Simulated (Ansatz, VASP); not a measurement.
# Two plane-wave programs on C

```
C
1.0
     2.34505    0.00000    0.00000
     0.00000    2.34505    0.00000
     0.00000    0.00000    4.78395
C
3
Direct
  0.00000 0.00000 0.51092
  0.00000 0.00000 0.81746
  0.50000 0.50000 0.46564
```

Alike in both runs: task single point; functional PBE; k mesh 8 × 8 × 4; occupations gaussian, width 0.1 eV; collinear spin.

|  | VASP | Ansatz |
| --- | --- | --- |
| version | VASP 6.6.1 | Ansatz 0.2.0 |
| potentials or method | VASP PAW PBE potentials, release 64 (C) | scalar-relativistic, plane waves, PAW |
| plane-wave cutoff (eV) | 520 | 420 |
| valence electrons in the cell | 12 | 12 |

|  | VASP | Ansatz | Ansatz less VASP |
| --- | --- | --- | --- |
| gap on the k mesh at the Fermi level (eV) | none | none | - |
| pressure (GPa) | 0.3 | 0.1 | -0.28 |
| largest component of the traceless stress (GPa) | 0.46 | 0.20 | -0.259 |
| rms of the force components (eV/Å) | 0.033 | 0.003 | -0.0293 |
| net moment per atom (μB) | 0.00 | 0.00 | 0.000 |

Atom by atom the forces differ by 0.029 eV/Å (rms over components). A gap of «none» marks a metal or a gap that the smearing closes. Ansatz warned: «seeded_moment_not_kept».

Caveats: this functional lacks dispersion, which binds the layers, so the pressure and a relaxed spacing across them are unreliable.
